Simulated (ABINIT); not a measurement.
The system is BN.

```
CELL_PARAMETERS angstrom
2.55394 0.00000 0.00000
-1.27697 2.21178 0.00000
0.00000 0.00000 4.22685
ATOMIC_POSITIONS crystal
N 0.33333 0.66667 0.12528
N 0.66667 0.33333 0.62528
B 0.33333 0.66667 0.49972
B 0.66667 0.33333 0.99972
```

Measurements of this composition are mostly on another form, of space group No. 194.

Base run:

| Quantity | Value |
| --- | --- |
| Program | ABINIT 10.8.3 (patched build) |
| Functional | BLYP |
| Potentials or basis | JTH PAW PBE v2.0 |
| Cutoff | 844 eV |
| k mesh | 12 × 12 × 6 |
| Occupations | fermi-dirac, width 0.05 eV |
| Spin | no spin polarisation |

Its results: band gap on the k mesh 5.58 eV, indirect (least direct gap 8.39 eV); pressure 6.2 GPa; largest force 0.030 eV/Å.

Q: The run is repeated on the same cell with these changes: functional from BLYP to AM05. What comes out?

A: Band gap on the k mesh 4.98 eV, indirect (least direct gap 8.13 eV); pressure -6.4 GPa; largest force 0.012 eV/Å.

AM05 binds more tightly than BLYP, so the same cell stands under less pressure.

Caveats: the PAW data sets were made with another functional, which shifts forces and pressure a little.
